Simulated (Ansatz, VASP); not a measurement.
**W in VASP and in Ansatz**

```
W
1.0
     2.47191    0.00000    0.00000
     0.00000    2.47191    0.00000
     0.00000    0.00000    2.47191
W
1
Direct
  0.00000 0.00000 0.00000
```

Change from the starting cell: volume scaled by 0.85, PAW files.

Alike in both runs: task single point; functional PBEsol; k mesh 16 × 16 × 16; occupations fermi-dirac, width 0.1 eV; no spin polarisation.

|  | VASP | Ansatz |
| --- | --- | --- |
| version | VASP 6.6.1 | Ansatz 0.2.0 |
| potentials or method | VASP PAW PBE potentials, release 64 (W_sv) | PAW with Ansatz's default frozen-core files, scalar-relativistic |
| plane-wave cutoff (eV) | 520 | 420 |
| valence electrons in the cell | 14 | 14 |

|  | VASP | Ansatz | Ansatz less VASP |
| --- | --- | --- | --- |
| pressure (GPa) | 55.5 | 53.3 | -2.19 |

Caveats: so large a pressure means that the cell lies far from this level's equilibrium, or that cutoff or potentials fall short (VASP); the potentials were made for another functional, which shifts forces and pressure (VASP). The runs have no spin-orbit coupling, so splittings on W are missing.
